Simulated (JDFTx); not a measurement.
# ZrB2: equation of state with PBE

The system is ZrB2.

```
Zr B
1.0
     3.17000    0.00000    0.00000
    -1.58500    2.74530    0.00000
     0.00000    0.00000    3.53300
Zr B
1 2
Cartesian
  0.0000 0.0000 0.0000
  1.5850 0.9151 1.7665
  0.0000 1.8302 1.7665
```

```
Program             : JDFTx 1.7.0 (patched build)
Task                : equation of state
Functional          : PBE
Potentials or basis : PseudoDojo-SR-PBE-0.5-standard
Cutoff              : 1034 eV
Density cutoff      : 4136 eV
k mesh              : 10 × 10 × 8
Occupations         : fermi-dirac, width 0.05 eV
Spin                : no spin polarisation
```

The equilibrium volume is 10.28 Å³/atom, the bulk modulus at fixed shape and positions is 239 GPa and the pressure derivative of the bulk modulus is 3.9.

Energy against volume, from the lowest point:
| volume (Å³/atom) | energy (meV/atom) |
| --- | --- |
| 9.634 | 33.99 |
| 9.839 | 15.36 |
| 10.044 | 4.26 |
| 10.249 | 0.00 |
| 10.454 | 1.93 |
| 10.659 | 9.49 |
| 10.864 | 22.13 |

Caveat: the cell was scaled at fixed shape and fractional positions, which overstates the stiffness of a crystal with free parameters, most of all of layers and chains.
